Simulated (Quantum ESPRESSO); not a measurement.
**Pb under changes of volume**

One of the cells (29.314 Å³/atom); the others are scaled copies at fixed shape and fractional positions:

```xyz
2
Lattice="3.4800 0.0000 0.0000 -1.7400 3.0138 0.0000 0.0000 0.0000 5.5900" Properties=species:S:1:pos:R:3 pbc="T T T"
Pb    1.7400    1.0046    4.1925
Pb    0.0000    2.0092    1.3975
```

This isn't the form of Pb at room conditions, which is fcc.

* Program: Quantum ESPRESSO 7.5
* Functional: LDA
* Potentials or basis: GBRV 1.5 LDA
* Cutoff: 612 eV
* Density cutoff: 4898 eV
* k mesh: 9 × 9 × 5
* Occupations: fermi-dirac, width 0.05 eV
* Spin: no spin polarisation

| volume (Å³/atom) | energy over the lowest point (meV/atom) | pressure (GPa) |
| --- | --- | --- |
| 27.555 | 10.27 | 2.6 |
| 28.141 | 2.85 | 1.3 |
| 28.727 | 0.00 | 0.2 |
| 29.314 | 1.01 | -0.8 |
| 29.900 | 5.38 | -1.7 |
| 30.486 | 12.77 | -2.4 |
| 31.073 | ? | ? |

What does the run at 31.073 Å³/atom give?

Energy over the lowest point 22.62 meV/atom; pressure -3.1 GPa.

Worked out: A Birch-Murnaghan fit of order 3 (a polynomial in V^(-2/3)) to the other rows has its minimum at 28.86 Å³/atom with B0 = V·E''(V) = 51 GPa and B' = 5.9 at fixed shape and positions, which overstates the stiffness. It gives 22.68 meV/atom at 31.073 Å³/atom, against the run's 22.62, and -dE/dV = -3.0 GPa, against -3.1.

Energies are extrapolated to zero smearing.
